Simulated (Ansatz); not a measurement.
input.yaml

```yaml
crystal:
  lattice:
    - [0.0, 3.2427530443, 3.2427530443]
    - [3.2427530443, 0.0, 3.2427530443]
    - [3.2427530443, 3.2427530443, 0.0]
  atoms:
    - { symbol: Mg, position: [0.25, 0.25, 0.25] }
    - { symbol: Mg, position: [0.75, 0.75, 0.75] }
    - { symbol: Ge, position: [0.0, 0.0, 0.0] }
basis:
  ecutwfc: 420
kpoints:
  mp_grid: { grid: [10, 10, 10] }
hamiltonian:
  xc: pbe
scf:
  occupations: { method: gaussian, width: 0.01 }
output:
  forces: true
  stress: true
  eigenvalues: true
  write_density: true
  write_potential: true
  elf: true
  volumetric_format: npy
```

Command:
```bash
ansatz run input.yaml --threads 1 --pin off --max-ram 2560MiB --backend cpu --events-out ev --progress --plain --runs-dir out
```

Theory: DFT PBE, scalar-relativistic, plane waves, PAW in Ansatz 0.2.0.

Abridged output:

```
Pseudopotentials: kind: paw
Pseudopotential: Mg, paw, valence charge 10, recommended cutoff 420 eV (normal)
Pseudopotential: Ge, paw, valence charge 14, recommended cutoff 420 eV (normal)
Functional definition: PBE
Crystal: 3 atoms, lattice volume = 68.198 Å³
Basis set: ecut = 420 eV, 1363 PW (Γ), exchange–correlation on 64×64×64 points (8 copies of the dense FFT grid, shifted against one another)
Bands: 21, of which v1, the nominal top of the filled ones, is band 17 counted from 1 (16 counted from 0)
Symmetry: 48 space group operations
Space group: Fm-3m (ITA 225), of the structure as read, at distance tolerance 4.1e-5 Å
k-points: 47 of 1000
Initial density: superposition of atomic densities (neutral atoms: chi_scale 0, normalization atom), corrected by the library's trained network
Initial wavefunctions: pseudopotential atomic-orbital guess
Functional: x = pbe(κ = 0.804, μ = 0.21951497), c = pbe(β = 0.06672455)
SCF iter   1: F=—  HF=-8143.415887 eV  |F-HF|=—  |Δ(HF+E_count)|=         —  Δρ=4.27e-3  dr2=3.39e-2  ethr=1.77e-3  ⟨swp⟩=6.2  Hψ=4436  notcnv=0
SCF iter   2: F=—  HF=-8143.406708 eV  |F-HF|=—  |Δ(HF+E_count)|=   9.18e-3  Δρ=1.30e-3  dr2=1.28e-3  ethr=9.96e-5  ⟨swp⟩=2.3  Hψ=1745  notcnv=0
SCF iter   3: F=—  HF=-8143.406734 eV  |F-HF|=—  |Δ(HF+E_count)|=   2.63e-5  Δρ=7.11e-4  dr2=3.22e-4  ethr=3.77e-6  ⟨swp⟩=2.0  Hψ=1598  notcnv=0
SCF iter   4: F=—  HF=-8143.406827 eV  |F-HF|=—  |Δ(HF+E_count)|=   9.25e-5  Δρ=1.61e-4  dr2=2.18e-5  ethr=9.48e-7  ⟨swp⟩=2.0  Hψ=1569  notcnv=0
SCF iter   5: F=—  HF=-8143.406828 eV  |F-HF|=—  |Δ(HF+E_count)|=   1.19e-6  Δρ=1.87e-5  dr2=1.69e-7  ethr=6.40e-8  ⟨swp⟩=2.0  Hψ=1410  notcnv=0
SCF iter   6: F=-8143.406828 eV  HF=-8143.406828 eV  |F-HF|=1.61e-8  |Δ(HF+E_count)|=   2.85e-7  Δρ=3.73e-6  dr2=7.42e-9  ethr=2.94e-10  ⟨swp⟩=9.3  Hψ=6675  notcnv=0
SCF 1 converged in 6 iterations: F = -8143.406828 eV  dr2 = 7.42e-9
SCF converged after 6 iterations
Free energy (F): -8143.406828 eV
Harris-Foulkes:  -8143.406828 eV  (|F-HF|=1.61e-8)
Internal energy: -8143.406828 eV  (E = F + TS)
E sigma→0 (E₀):  -8143.406828 eV
Fermi energy:    6.558614 eV
--- Per-component energies (eV) ---
  E_band       = -868.138087
  E_kinetic    = 262.002789
  E_local      = -5810.199767  (includes V_loc(G=0)·N_el)
  E_nonlocal   = 609.069400
  E_hartree    = 2289.960204
  E_xc         = -133.112526
  E_vxc        = -138.897916  (∫ρ·V_xc dr)
  E_paw        = -2605.052373  (= ΣΔE_a)
  E_vpaw       = -370.034395  (= ΣTr[D̂ρ^β])
  E_aug_tail   = 0.000238  (compensation charges beyond the density's cutoff)
  E_ewald      = -2756.074794
  E_smearing   =  0.000000  (= −TS)
--- Forces (eV/Å), atoms counted from 1 ---
  atom   1  Mg     0.00000000     0.00000000     0.00000000
  atom   2  Mg     0.00000000     0.00000000     0.00000000
  atom   3  Ge     0.00000000     0.00000000     0.00000000
--- Stress (GPa, compression-positive) ---
       -1.384783       0.000000       0.000000
        0.000000      -1.384783       0.000000
        0.000000       0.000000      -1.384783
  P = ⅓ Tr σ = -1.3848 GPa (-13.848 kbar)
--- Band table (eV; the first three rows and the last of 47) ---
  k-point 0: bands = ["-69.7178", "-69.7156", "-36.4761", "-36.4761", "-36.4761", "-36.4648", "-36.4648", "-36.4648", "-17.2209", "-17.2209", "-17.2209", "-17.2056", "-17.2056", "-3.0810", "6.4632", "6.4632", "6.4632", "7.2473", "9.1927", "9.1927", "9.1927"]
  k-point 1: bands = ["-69.7177", "-69.7156", "-36.4759", "-36.4758", "-36.4758", "-36.4651", "-36.4651", "-36.4651", "-17.2209", "-17.2208", "-17.2208", "-17.2056", "-17.2056", "-3.0018", "5.4455", "6.3601", "6.3601", "7.8494", "9.3774", "9.3774", "9.4024"]
  k-point 2: bands = ["-69.7176", "-69.7158", "-36.4751", "-36.4751", "-36.4751", "-36.4660", "-36.4659", "-36.4659", "-17.2209", "-17.2206", "-17.2206", "-17.2055", "-17.2055", "-2.7745", "4.1347", "6.1414", "6.1414", "7.8169", "9.6487", "9.6487", "10.4046"]
  k-point 46: bands = ["-69.7168", "-69.7166", "-36.4784", "-36.4780", "-36.4727", "-36.4684", "-36.4633", "-36.4629", "-17.2210", "-17.2202", "-17.2192", "-17.2058", "-17.2050", "-1.4750", "2.5943", "3.2347", "3.9209", "8.6663", "9.1843", "10.6663", "11.0302"]
```

The run converged.

It took 4.8 s on 1 thread of Arm Neoverse V1 (shared host), peak memory 0.35 GiB.